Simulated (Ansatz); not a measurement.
# BN (P6_3mc), a vibration from a frozen displacement

Theory: Ansatz 0.2.0, DFT r2SCAN, scalar-relativistic, plane waves, PAW. The runs took a 500 eV cutoff, a Γ-centred 12×12×6 mesh and Gaussian smearing (0.05 eV). No spin polarisation. Energies are free energies at this smearing, counted from the undisturbed cell; pressure is positive in compression.

The undisturbed cell (as given, not relaxed at this level; it stands at -4.7 GPa; this wurtzite form isn't the usual structure):

```
CELL_PARAMETERS angstrom
2.55394 0.00000 0.00000
-1.27697 2.21178 0.00000
0.00000 0.00000 4.22685
ATOMIC_POSITIONS crystal
B 0.66667 0.33333 0.99972
B 0.33333 0.66667 0.49972
N 0.66667 0.33333 0.62528
N 0.33333 0.66667 0.12528
```

Every B atom is moved by x along the Cartesian unit vector (0.707, 0.707, 0.000); the cell and all other atoms stay fixed. The cell's volume is 23.88 Å³; the moved atoms weigh 21.620 u together and the others 28.014 u. Some rows repeat others by symmetry and weren't run.

```csv
x (Å),ΔE (meV/cell),total force on the moved atoms along the move (eV/Å),pressure (GPa)
-0.1000,242.61,4.8441,-1.7852
-0.0875,185.82,4.2419,-2.4798
-0.0750,136.57,3.6383,-3.0808
-0.0625,94.87,3.0338,-3.5887
-0.0500,60.73,2.4281,-4.0037
-0.0375,34.17,1.8218,-4.3262
-0.0250,15.19,1.2149,-4.5564
-0.0125,3.80,0.6075,-4.6945
0.0000,0.00,0.0000,-4.7406
0.0125,3.80,-0.6075,-4.6945
0.0250,15.19,-1.2149,-4.5564
0.0375,34.17,-1.8218,-4.3262
0.0500,60.73,-2.4281,-4.0037
0.0625,94.87,-3.0338,-3.5887
0.0750,136.57,-3.6383,-3.0808
0.0875,185.82,-4.2419,-2.4798
0.1000,242.61,-4.8441,-1.7852
```

Problem. What frequency belongs to this motion?

Solution. The force constant is k = −dF/dx = 48.604 eV/Å², from the parabola through x = -0.0125, 0 and 0.0125. In every cell the moved atoms swing against the rest, so the mass is μ = m₁m₂/(m₁ + m₂) = 12.203 u, and ν̃ = 521.5 cm⁻¹ × √(|k|/μ) = 1041 cm⁻¹, at this cell's pressure of -4.7 GPa. To first order in x, and within 1 %, the force on every atom lies along the move and, within each of the two groups, in proportion to the atom's mass, so this is itself a mode at the zone centre of this cell, taken without macroscopic field (the transverse frequency in a polar insulator).

Problem. How far does the harmonic law reach?

Solution. At x = -0.100 Å, kx²/2 = 243.02 meV against the computed 242.61 meV (-0.2 %): the well is still close to harmonic there.

Problem. The pressure changes with x². What does that say about the frequency under compression?

Solution. With E = k(V)x²/2, k ∝ V^(−2γ) and x scaling with the cell as V^(1/3), P − P0 = −∂E/∂V = (2γ − 2/3) ΔE/V. At x = 0.0250 Å, V(P − P0) = 23.88 × 0.18412 / 160.2 eV = 27.44 meV and ΔE = 15.19 meV, so γ = 1/3 + V(P − P0)/(2ΔE) = 1.24. This is the Grüneisen parameter of the motion under uniform scaling of the cell: shrinking the cell evenly by 1 % in volume raises the frequency by about 1.24 %.

The transverse mode at 1041 cm⁻¹ is high because light atoms are held by short, strong, partly ionic sp³ bonds. Moving the boron sublattice against nitrogen in the basal plane both stretches and bends these bonds. By symmetry the mode is the polar E1 vibration, so its partner at right angles in the plane has the same frequency. The twofold screw axis makes opposite displacements equivalent and removes the cubic term from the well. The first anharmonic correction is therefore quartic, and here it is a slight softening.

The positive Grüneisen parameter of 1.24 reflects bonds that stiffen as they shorten. Since the negative pressure means that the cell is stretched, the frequency at this level's own equilibrium volume is probably somewhat higher. The same coupling means that exciting this mode favours expansion of the lattice. The restoring force shows stability against this one displacement only, and doesn't bear on whether wurtzite BN is favoured over the layered or cubic forms.
